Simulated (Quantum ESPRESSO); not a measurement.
Crystal: MgS (Niningerite).

```
S Mg
1.0
     0.00000    2.60165    2.60165
     2.60165    0.00000    2.60165
     2.60165    2.60165    0.00000
S Mg
1 1
Direct
  0.50000 0.50000 0.50000
  0.00000 0.00000 0.00000
```

- Program: Quantum ESPRESSO 7.5
- Task: phonons
- Functional: PBEsol
- Potentials or basis: GBRV 1.5 PBEsol
- Cutoff: 612 eV
- Density cutoff: 4898 eV
- k mesh: 6 × 6 × 6, shifted
- Occupations: fermi-dirac, width 0.05 eV
- Spin: no spin polarisation
- Mixing beta: 0.5
- Most SCF iterations: 120
- SCF threshold: 4e-10 Ry

The cell and the atoms were relaxed first, to 17.37 Å³/atom (a = 3.662 Å, b = 3.662 Å, c = 3.662 Å, α = 60.00°, β = 60.00°, γ = 60.00°), and the response was taken there.

The first run showed a gap, so the response started from a second, tighter run with fixed occupations.

The run gives a transverse optical frequency of 243 cm⁻¹, an electronic dielectric constant of 5.54 and Born charges of ±2.31 e.

What are the longitudinal frequency and the static dielectric constant?

The longitudinal mode lies at 397 cm⁻¹, 154 cm⁻¹ over the transverse one, and the static constant is 14.83. The two agree with the Lyddane-Sachs-Teller relation: (397/243)² = 2.67 and 14.83/5.54 = 2.68.
